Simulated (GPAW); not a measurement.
TiC: energy against volume and a worked fit

```cif
data_structure
_symmetry_space_group_name_H-M 'Fm-3m'
_symmetry_Int_Tables_number 225
_cell_length_a 4.3314
_cell_length_b 4.3314
_cell_length_c 4.3314
_cell_angle_alpha 90.000
_cell_angle_beta 90.000
_cell_angle_gamma 90.000
_cell_volume 81.26
loop_
_atom_site_label
_atom_site_type_symbol
_atom_site_symmetry_multiplicity
_atom_site_Wyckoff_symbol
_atom_site_fract_x
_atom_site_fract_y
_atom_site_fract_z
_atom_site_occupancy
Ti1 Ti 4 a 0.00000 0.00000 0.00000 1
C1 C 4 b 0.50000 0.00000 0.00000 1
```

The cell is a database's computed one, not the measured one.

The cell was scaled at fixed shape and fractions and run with GPAW, SG15 ONCV 1.2, cutoff 1100 eV; PBE, k mesh 9 × 9 × 9 on the cell of 2 atoms, fermi-dirac occupations of 0.05 eV, no spin polarisation, no spin-orbit coupling. Energies are those that the program minimises, any entropy of the smearing included. For a metal such a mesh isn't converged to the digits shown.

```csv
V (Å³/atom),energy over the lowest row (meV/atom)
9.5485,34.17
9.7516,15.22
9.9548,?
10.1580,0.00
10.3611,2.36
10.5643,10.50
10.7674,23.89
```

Fit the third-order Birch-Murnaghan form, give V0, B0 and B′, and predict the energy left open.

With y = (V0/V)^(2/3), E = E0 + (9 V0 B0/16) [(y - 1)³ B′ + (y - 1)² (6 - 4y)]. Least squares through the rows shown give V0 = 10.1820 Å³/atom, E0 = -0.03 meV, B0 = 250.0 GPa (1 eV/Å³ = 160.218 GPa) and B′ = 3.98, with a largest miss of 0.01 meV. At V = 9.9548 the form with these constants gives 4.08 meV; the run gave 4.07 meV an atom. Other set-ups at this level, from all their volumes (Å³/atom, GPa): GPAW, GPAW PAW data sets (gpaw-data 1.2.1): V0 10.218, B0 250.4. Measured volume: 10.09 Å³/atom at 300 K (pmc:8230697, doi:10.3390/ma14123222), so the fit lies +0.9 % from it. The runs are for a static lattice.

The energy rises faster on compression than on expansion, reaching 34.17 meV/atom at the smallest volume but only 23.89 at the largest, as expected when short-range repulsion stiffens a lattice. The fitted bulk modulus of 250.0 GPa marks a very stiff solid. Its source is the strong covalent mixing of Ti 3d with C 2p states, reinforced by ionic attraction: at this electron count the bonding states are essentially filled and the antibonding ones largely empty, even though the compound is metallic.

The two set-ups agree closely on stiffness and differ slightly in volume, probably through their treatment of the Ti core. The excess over the measured volume is in keeping with PBE's usual mild underbinding. Zero-point motion and thermal expansion would normally enlarge the computed cell further, so they can't account for the excess, whereas carbon vacancies in the measured sample could contribute to it. The close prediction of the omitted energy supports the fit as an interpolation, but doesn't test its extrapolation to strong compression.
